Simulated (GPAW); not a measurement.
Input of a GPAW 26.7.0 run:

The input run.py:

```python
from ase.calculators.mixing import SumCalculator
from ase.filters import FrechetCellFilter
from ase.io import read, write
from ase.optimize import BFGS
from dftd3.ase import DFTD3
from gpaw import GPAW, PW, setup_paths

setup_paths.insert(0, '.')

atoms = read('BP.xyz')

calc = GPAW(mode=PW(800),
            xc='BLYP',
            kpts={'size': (10, 10, 10), 'gamma': True},
            occupations={'name': 'fermi-dirac', 'width': 0.05},
            nbands=11,
            convergence={'density': 1e-05, 'forces': 0.0001},
            eigensolver='davidson',
            maxiter=150,
            txt='gpaw.txt')
atoms.calc = SumCalculator([calc, DFTD3(method='blyp', damping='d3bj')])
opt = BFGS(FrechetCellFilter(atoms), trajectory='relax.traj', logfile='-')
done = opt.run(fmax=0.02, steps=40)
calc.write('gs.gpw')
write('result.traj', atoms)
print('Converged:', done)
print('Cell:', atoms.cell.cellpar().round(4))
print('Volume:', round(atoms.get_volume(), 4))
print(atoms.get_scaled_positions().round(5))
```

Contents of BP.xyz:

```xyz
2
Lattice="0.0000000000 2.2690000000 2.2690000000 2.2690000000 0.0000000000 2.2690000000 2.2690000000 2.2690000000 0.0000000000" Properties=species:S:1:pos:R:3 pbc="T T T"
P      3.4035000000      3.4035000000      3.4035000000
B      0.0000000000      0.0000000000      0.0000000000
```

Potentials or basis: PAW data sets generated in the run's folder for this functional, pw.

Command:

```bash
$ gpaw-setup -f BLYP B P
$ OMP_NUM_THREADS=1 python run.py
```

Estimate the dispersion energy per atom.

-0.700 eV.

Estimate the space group after relaxing (to 0.05 Å).

F-43m (No. 216).

Predict the band gap on the k mesh.

1.49 eV, indirect (least direct gap 3.59 eV).

What does it give for the relaxed cell?

a = 3.187 Å, b = 3.187 Å, c = 3.187 Å, α = 60.00°, β = 60.00°, γ = 60.00°.

Step by step:
| step | energy change (eV) | largest force (eV/Å) | pressure (GPa) | volume (Å³) |
| --- | --- | --- | --- | --- |
| 1 | 0.0000 | 0.0000 | -3.27 | 23.36 |
| 2 | -0.0020 | 0.0000 | -2.47 | 23.24 |
| 3 | -0.0045 | 0.0000 | 0.05 | 22.89 |

Caveat: later steps reuse the first step's grids. A k mesh can miss the band edges.
